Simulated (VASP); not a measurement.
# InAs (F-43m) in VASP: notebook

One crystal, InAs, is run at these levels: PBE, LDA, r2SCAN, TB-mBJ; tasks: band structure.

Program: VASP 6.6.1. These are calculated values, not measurements. Logs are shortened: lines on timing, memory, paths and dates and some standing lists are left out, and cuts for length are marked.

**Measured values to compare with.**

From a printed reference work, data compilation, for a bulk crystal of InAs at 4.2 K: band gap 0.418 eV (direct).

How close the calculation comes is told below.

## 1. Starting point

The structure is cubic, space group F-43m (No. 216). The conventional cell has a = 6.091 Å, b = 6.091 Å, c = 6.091 Å, α = 90.00°, β = 90.00°, γ = 90.00°. In (site symmetry -43m) has 4 As at 2.64 Å as nearest neighbours. Around As (site symmetry -43m) lie 4 In at 2.64 Å.

## 2. Band structure, PBE

INCAR

```
SYSTEM = InAs
PREC = Accurate
ENCUT = 520
EDIFF = 1E-7
ISMEAR = 0
SIGMA = 0.03
LREAL = .False.
LASPH = .True.
NELM = 80
ALGO = Fast
ISIF = 2
LWAVE = .False.
LCHARG = .False.
GGA = PE
NBANDS = 16
KPAR = 4
```

KPOINTS

```
Automatic mesh
0
Gamma
  10 10 10
  0 0 0
```

POSCAR

```
InAs                                    
1.0
    0.0000000000      3.0454540631      3.0454540631
    3.0454540631      0.0000000000      3.0454540631
    3.0454540631      3.0454540631      0.0000000000
  In              As            
     1     1
Direct
     0.0000000000000000    0.0000000000000000    0.0000000000000000
     0.2500000000000000    0.2500000000000000    0.2500000000000000
```

KPOINTS_OPT

```
explicit points
302
Reciprocal
 0.0000000000  0.0000000000  0.0000000000 1
 0.0263157895  0.0000000000  0.0263157895 1
 0.0526315789  0.0000000000  0.0526315789 1
 0.0789473684  0.0000000000  0.0789473684 1
 0.1052631579  0.0000000000  0.1052631579 1
 0.1315789474  0.0000000000  0.1315789474 1
[... 294 lines left out ...]
 0.5118875500  0.0237751000  0.5118875500 1
 0.4881124500 -0.0237751000  0.4881124500 1
```

Potentials or basis: VASP PAW PBE potentials, release 64 (In_d, As).

On the command line:

```sh
$ cat potpaw_PBE.64/In_d/POTCAR potpaw_PBE.64/As/POTCAR > POTCAR
$ mpirun -np 4 vasp_std > vasp.out
```

OUTCAR:

```text
SYSTEM = InAs
   PREC = Accurate
   ENCUT = 520
   EDIFF = 1E-7
   ISMEAR = 0
   LREAL = .False.
   LASPH = .True.
   NELM = 80
   ISIF = 2
   GGA = PE

 ion  position               nearest neighbor table
   1  0.000  0.000  0.000-   2 2.64   2 2.64   2 2.64   2 2.64
   2  0.250  0.250  0.250-   1 2.64   1 2.64   1 2.64   1 2.64

  LATTYP: Found a face centered cubic cell.
 ALAT       =     6.0909081262

  Lattice vectors:

 A1 = (   0.0000000000,   3.0454540631,   3.0454540631)
 A2 = (   3.0454540631,   0.0000000000,   3.0454540631)
 A3 = (   3.0454540631,   3.0454540631,   0.0000000000)

Analysis of symmetry for initial positions (statically):
=====================================================================
 Subroutine PRICEL returns:
 Original cell was already a primitive cell.

 Routine SETGRP: Setting up the symmetry group for a
 face centered cubic supercell.

 Subroutine GETGRP returns: Found 24 space group operations
 (whereof 24 operations were pure point group operations)
 out of a pool of 48 trial point group operations.

The static configuration has the point symmetry T_d .

Analysis of symmetry for dynamics (positions and initial velocities):
=====================================================================
 Subroutine PRICEL returns:
 Original cell was already a primitive cell.

 Routine SETGRP: Setting up the symmetry group for a
 face centered cubic supercell.

 Subroutine GETGRP returns: Found 24 space group operations
 (whereof 24 operations were pure point group operations)
 out of a pool of 48 trial point group operations.

The dynamic configuration has the point symmetry T_d .

 Subroutine INISYM returns: Found 24 space group operations
 (whereof 24 operations are pure point group operations),
 and found     1 'primitive' translations

----------------------------------------------------------------------------------------

                                     Primitive cell

  volume of cell :      56.4919

  direct lattice vectors                    reciprocal lattice vectors
     0.000000000  3.045454063  3.045454063    -0.164179130  0.164179130  0.164179130
     3.045454063  0.000000000  3.045454063     0.164179130 -0.164179130  0.164179130
     3.045454063  3.045454063  0.000000000     0.164179130  0.164179130 -0.164179130

  length of vectors
     4.306922440  4.306922440  4.306922440     0.284366596  0.284366596  0.284366596

[... 75 lines left out ...]
   LNONCOLLINEAR =      F non collinear calculations
   LSORBIT =      F    spin-orbit coupling
   LASPH  =      T    aspherical Exc in radial PAW
   ENCUT  =  520.0 eV  38.22 Ry    6.18 a.u.   8.01  8.01  8.01*2*pi/ulx,y,z
   NELM   =     80;   NELMIN=  2; NELMDL= -5     # of ELM steps
   EDIFF  = 0.1E-06   stopping-criterion for ELM
   LREAL  =      F    real-space projection
   EDIFFG = 0.1E-05   stopping-criterion for IOM
   NSW    =      0    number of steps for IOM
   IBRION =     -1    ionic relax: 0-MD 1-quasi-New 2-CG
   NFREE  =      0    steps in history (QN), initial steepest desc. (CG)
   ISIF   =      2    stress and relaxation
   ISYM   =      2    0-nonsym 1-usesym 2-fastsym
   POTIM  = 0.5000    time-step for ionic-motion
   TEBEG  =    0.0;   TEEND  =   0.0 temperature during run
   PSTRESS=    0.0 pullay stress
   NELECT =      18.0000    total number of electrons
   NUPDOWN=      -1.0000    fix difference up-down
   EMIN   =  10.00;   EMAX   =-10.00  energy-range for DOS
   EFERMI =   0.00;   METHOD = LEGACY
   ISMEAR =     0;   SIGMA  =   0.03  broadening in eV -4-tet -1-fermi 0-gaus
   EFERMI_NEDOS =   21; number of points for ismear=-14 and -15
   IALGO  =     68    algorithm
   IMIX   =      4    mixing-type and parameters
     AMIX     =   0.40;   BMIX     =  1.00
     AMIX_MAG =   1.60;   BMIX_MAG =  1.00
  volume/ion in A,a.u.               =      28.25       190.61
  Fermi-wavevector in a.u.,A,eV,Ry     =   1.118159  2.113014 17.011090  1.250280
  Thomas-Fermi vector in A             =   2.254788
   LORBIT       =      0    0 simple, 1 ext, 2 COOP (PROOUT), +10 PAW based schemes
   GGA     = PE    functional components
   LHFCALC =     F    Hartree Fock is set to
   AEXX    =    0.0000 exact exchange contribution
   IVDW    =     0    specifies the selected vdW correction
   LEPSILON=     F    determine dielectric tensor
   LRPA    =     F    only Hartree local field effects (RPA)
 non-spin polarized calculation
 RMM-DIIS sequential band-by-band and
 Gauss-broadening in eV      SIGMA  =   0.03
  energy-cutoff  :      520.00
  volume of cell :       56.49
 maximum number of plane-waves:      1540
   NGX = 17   NGY = 17   NGZ = 17

 number of electron      17.9999992 magnetization

 Free energy of the ion-electron system (eV)
  ---------------------------------------------------
  ext. energy  EPLUGINS =         0.00000000
  ---------------------------------------------------
  free energy    TOTEN  =        -7.69716993 eV

  energy without entropy =       -7.69712366  energy(sigma->0) =       -7.69714679

 E-fermi :   4.2993     XC(G=0):  -8.9980

 val. band max:        4.2901442318   @ k =   0.0000   0.0000   0.0000
 cond. band min:       5.1722103729   @ k =   0.1000   0.0000   0.0000
 fundamental gap:      0.8820661411
 Fermi energy:         4.2992811952

 k-point     1 :       0.0000    0.0000    0.0000
  band No.  band energies     occupation
      1     -10.0582      2.00000
      2     -10.0582      2.00000
      3     -10.0582      2.00000
      4      -9.9411      2.00000
      5      -9.9411      2.00000
      6      -7.4328      2.00000
[... 433 lines left out ...]
      3     -10.0005      2.00000
      4      -9.9653      2.00000
      5      -9.9252      2.00000
      6      -6.0357      2.00000
[... 8 lines left out ...]
     15      15.3002      0.00000
     16      16.2350      0.00000

 [... further k-points ...]
[... 5 lines left out ...]
  --------------------------------------------------------------------------------------
  -------------------------------------------------------------------------------------
  Total        0.9176223      0.9176223      0.9176223     -0.0000000      0.0000000     -0.0000000
  in kB       26.0248590     26.0248590     26.0248590     -0.0000000      0.0000000     -0.0000000
  external PRESSURE =      26.0248590 kB  Pullay stress =       0.0000000 kB

 VOLUME and BASIS-vectors are now :
 -----------------------------------------------------------------------------
  energy-cutoff  :      520.00
  volume of cell :       56.49
      direct lattice vectors                 reciprocal lattice vectors
     0.000000000  3.045454063  3.045454063    -0.164179130  0.164179130  0.164179130
     3.045454063  0.000000000  3.045454063     0.164179130 -0.164179130  0.164179130
     3.045454063  3.045454063  0.000000000     0.164179130  0.164179130 -0.164179130

 POSITION                                       TOTAL-FORCE (eV/Angst)
 -----------------------------------------------------------------------------------
      0.00000      0.00000      0.00000         0.000000      0.000000      0.000000
      1.52273      1.52273      1.52273        -0.000000     -0.000000     -0.000000
 -----------------------------------------------------------------------------------
    total drift:                               -0.000000     -0.000000     -0.000000

  FREE ENERGIE OF THE ION-ELECTRON SYSTEM (eV)
  ---------------------------------------------------
  free  energy   TOTEN  =        -7.6971699339 eV

  energy  without entropy=       -7.6971236552  energy(sigma->0) =       -7.69714679
```

stdout:

```text
POSCAR found type information on POSCAR InAs
 POSCAR found :  2 types and       2 ions
 scaLAPACK will be used
 LDA part: xc-table for (Slater+PW92), standard interpolation
 POSCAR, INCAR and KPOINTS ok, starting setup
 FFT: planning ... GRIDC
 FFT: planning ... GRID_SOFT
 FFT: planning ... GRID
 WAVECAR not read
 entering main loop
 Start KPOINTS_OPT (optional k-point list driver)
k-point batch [1-47\302]
k-point batch [48-94\302]
k-point batch [95-141\302]
k-point batch [142-188\302]
k-point batch [189-235\302]
k-point batch [236-282\302]
k-point batch [283-302\302]
```

It took 38 s on 4 MPI ranks of Intel Xeon Platinum 8559C (Emerald Rapids), shared host; peak memory 0.22 GiB.

What came out:

- Free energy: -7.6972 eV
- Pressure: 2.6 GPa
- Band gap along the path: none (metal or under the smearing width)

Levels at the corners of the path, in eV from the Fermi level:
| point | band 7 | band 8 | band 9 | band 10 | band 11 | band 12 |
| --- | --- | --- | --- | --- | --- | --- |
| Γ | -0.32 | -0.01 | -0.01 | -0.01 | 3.89 | 3.89 |
| X | -5.75 | -2.26 | -2.26 | 1.57 | 2.05 | 9.04 |
| X | -5.75 | -2.26 | -2.26 | 1.57 | 2.05 | 9.04 |
| W | -5.62 | -2.87 | -2.78 | 4.11 | 4.28 | 4.93 |
| W | -5.62 | -2.87 | -2.78 | 4.11 | 4.28 | 4.93 |
| K | -5.62 | -3.18 | -1.90 | 2.11 | 4.21 | 7.21 |
| K | -5.62 | -3.18 | -1.90 | 2.11 | 4.21 | 7.21 |
| Γ | -0.32 | -0.01 | -0.01 | -0.01 | 3.89 | 3.89 |
| Γ | -0.32 | -0.01 | -0.01 | -0.01 | 3.89 | 3.89 |
| L | -5.66 | -0.97 | -0.97 | 0.90 | 4.66 | 4.66 |
| L | -5.66 | -0.97 | -0.97 | 0.90 | 4.66 | 4.66 |
| U | -5.62 | -3.18 | -1.90 | 2.11 | 4.21 | 7.21 |
| U | -5.62 | -3.18 | -1.90 | 2.11 | 4.21 | 7.21 |
| W | -5.62 | -2.87 | -2.78 | 4.11 | 4.28 | 4.93 |
| W | -5.62 | -2.87 | -2.78 | 4.11 | 4.28 | 4.93 |
| L | -5.66 | -0.97 | -0.97 | 0.90 | 4.66 | 4.66 |
| L | -5.66 | -0.97 | -0.97 | 0.90 | 4.66 | 4.66 |
| K | -5.62 | -3.18 | -1.90 | 2.11 | 4.21 | 7.21 |
| U | -5.62 | -3.18 | -1.90 | 2.11 | 4.21 | 7.21 |
| X | -5.75 | -2.26 | -2.26 | 1.57 | 2.05 | 9.04 |

Caveat: spin-orbit coupling is left out, which moves the levels of the heavy elements; this crystal is a semiconductor, whose small gap the functional closes, so the metal is an error of the method.

[end of part 1 of 3]
